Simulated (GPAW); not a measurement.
Runs of GPAW 26.7.0 on TiO2. The structure is tetragonal, space group P4_2/mnm (No. 136). Conventional cell: a = 4.600 Å, b = 4.600 Å, c = 2.959 Å, α = 90.00°, β = 90.00°, γ = 90.00°. Ti (site symmetry mmm) is surrounded by 6 O at 1.95 to 1.98 Å. O (site symmetry m2m) has 3 Ti at 1.95 to 1.98 Å as nearest neighbours. The cell is a database's computed one.

| task | level | potentials or basis | k mesh | cutoff (eV) | smearing | maxiter | band path | band points | eigensolver | response ecut | gap on the mesh (eV) | pressure (GPa) | largest force (eV/Å) |
| --- | --- | --- | --- | --- | --- | --- | --- | --- | --- | --- | --- | --- | --- |
| single point | PBE | GPAW PAW data sets (gpaw-data 1.2.1), pw | 6 × 6 × 9 | 800 | gaussian 0.012 eV | 150 | - | - | - | - | 1.87 | (a) | 0.03 |
| band structure | revPBE | the program's PAW data sets (release 1.2.1) made for this functional, pw | 6 × 6 × 9 | 800 | fermi-dirac 0.05 eV | 150 | GXMGZRAZ,XR,MA | 80 | - | - | 1.90 | 9.2 | (c) |
| band structure | BLYP | PAW data sets generated in the run's folder for this functional, pw | 6 × 6 × 9 | 800 | fermi-dirac 0.05 eV | 150 | GXMGZRAZ,XR,MA | 100 | davidson | - | 1.88 | (b) | 0.08 |
| dielectric tensor | PBE | GPAW PAW data sets (gpaw-data 1.2.1), pw | 5 × 5 × 7 | 600 | fermi-dirac 0.001 eV | 150 | - | - | - | 80 eV | 1.88 | - | - |
| single point | PBE | GPAW PAW data sets (gpaw-data 1.2.1), pw | 5 × 5 × 7 | 600 | fermi-dirac 0.05 eV | 120 | - | - | - | - | 1.88 | -0.7 | 0.04 |

Alike in all rows: no spin polarisation; cell as given.

Fill in the values left out.

(a) 5.3; (b) 10.6; (c) 0.06.

Caveats: an odd mesh through Γ misses points on the zone boundary, where band edges often lie (some runs); the long-wavelength limit can be off by several per cent where d states take part (some runs); the cutoff is short for stress and forces, so pressures can be off by a GPa or more (some runs).
